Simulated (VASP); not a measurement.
**InAs: single point with PBEsol**

**Experimental background.**

A printed reference work, data compilation reports, for a bulk crystal of InAs at 4.2 K: band gap 0.418 eV (direct).

The system is InAs.

```xyz
2
Lattice="0.0000 3.0435 3.0435 3.0435 0.0000 3.0435 3.0435 3.0435 0.0000" Properties=species:S:1:pos:R:3 pbc="T T T"
In    0.0000    0.0000    0.0000
As    4.5653    4.5653    4.5653
```

- Program: VASP 6.6.1
- Task: single point
- Functional: PBEsol
- Potentials or basis: VASP PAW PBE potentials, release 64 (In_d, As)
- Cutoff: 520 eV
- k mesh: 10 × 10 × 10
- Occupations: gaussian, width 0.05 eV
- Spin: no spin polarisation

- Pressure: 0.1 GPa
- Band gap on the k mesh: zero (filled and empty bands touch)

Levels at points of the mesh, in eV from the Fermi level:
```
           k point  band 7  band 8  band 9  band 10  band 11  band 12
(0.00, 0.00, 0.00)   -0.40   -0.02   -0.02    -0.02     3.83     3.83
(0.50, 0.00, 0.00)   -5.73   -0.98   -0.98     0.82     4.60     4.60
(0.50, 0.50, 0.00)   -5.81   -2.29   -2.29     1.46     1.96     8.93
```

Wall time 44 s on 1 thread of AMD EPYC 7R43 64-Core Processor (Zen 3), with other jobs on the host, peak memory 0.17 GiB.

Measured gap of InAs: 0.418 eV (direct; 4.2 K; a printed reference work, data compilation). This calculation gives 0.00 eV (-0.42 eV). Spin-orbit coupling on As, In is left out. The value is that of PBEsol on a finite k mesh, which can miss the band edges, without temperature or zero-point motion. Semilocal functionals fall short of measured gaps as a rule.

Caveat: the PAW data sets were made with another functional, which shifts forces and pressure a little; spin-orbit coupling is left out, which moves the levels of the heavy elements.
